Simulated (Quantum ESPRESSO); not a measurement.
Ir: equation of state with LDA

The system is Ir.

```
CELL_PARAMETERS angstrom
2.75138 0.00000 0.00000
-1.37569 2.38276 0.00000
0.00000 0.00000 4.46229
ATOMIC_POSITIONS crystal
Ir 0.33333 0.66667 0.25000
Ir 0.66667 0.33333 0.75000
```

This isn't the form of Ir at room conditions, which is fcc.

```
Program             : Quantum ESPRESSO 7.5
Task                : equation of state
Functional          : LDA
Potentials or basis : GBRV 1.5 LDA
Cutoff              : 612 eV
Density cutoff      : 4898 eV
k mesh              : 11 × 11 × 6
Occupations         : fermi-dirac, width 0.05 eV
Spin                : no spin polarisation
```

```yaml
Equilibrium_volume: 13.92 Å³/atom
Bulk_modulus_at_fixed_shape_and_positions: 401 GPa
Pressure_derivative_of_the_bulk_modulus: 5.1
```

Energy against volume, from the lowest point:
```csv
volume (Å³/atom),energy (meV/atom)
13.749,1.56
14.042,0.00
14.335,13.12
14.627,39.02
14.920,76.27
15.212,123.39
15.505,179.22
```

All runs of the series together: 2.7 min on 2 threads of Intel(R) Xeon(R) Platinum 8259CL CPU @ 2.50GHz (Skylake/Cascade Lake) (shared host).

Caveat: the cell was scaled at fixed shape and fractional positions, which overstates the stiffness of a crystal with free parameters, most of all of layers and chains. Spin-orbit coupling is left out, which matters for the levels of Ir.
